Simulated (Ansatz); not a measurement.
Runs of Ansatz 0.2.0 on AlCu. It takes space group Pm-3m (No. 221, cubic). The conventional cell has a = 2.998 Å, b = 2.998 Å, c = 2.998 Å, α = 90.00°, β = 90.00°, γ = 90.00°. Cu (site symmetry m-3m) is surrounded by 8 Al at 2.60 Å. Al (site symmetry m-3m) has 8 Cu at 2.60 Å as nearest neighbours. The cell comes from a database or a generator and needn't be the stable form of this composition.

| level | cutoff (eV) | gap on the mesh (eV) | pressure (GPa) |
| --- | --- | --- | --- |
| r2SCAN | 500 | none | (a) |
| r2SCAN0 | 500 | none | (b) |
| PBE0 | 420 | none | 2.7 |
| PBEsol | 420 | none | -1.4 |
| LDA | 420 | none | -5.1 |

Alike in all rows: task projected density of states; potentials or basis Ansatz PAW; no spin polarisation; cell as given; k mesh 5 × 5 × 5; smearing fermi-dirac 0.05 eV; the mesh is coarse, so values aren't converged.

Q: Estimate the missing entries.

A: (a) -1.9; (b) 0.0.

Caveats: all runs use coarse meshes; the PAW data sets come from PBE, with cores solved anew for the run's functional, which leaves a small shift of forces and pressure; the density of states is complete only up to the lowest level of the last band computed; the thresholds are loose for stress (some runs).

A gap of «none» marks a metal or a gap under the smearing width.
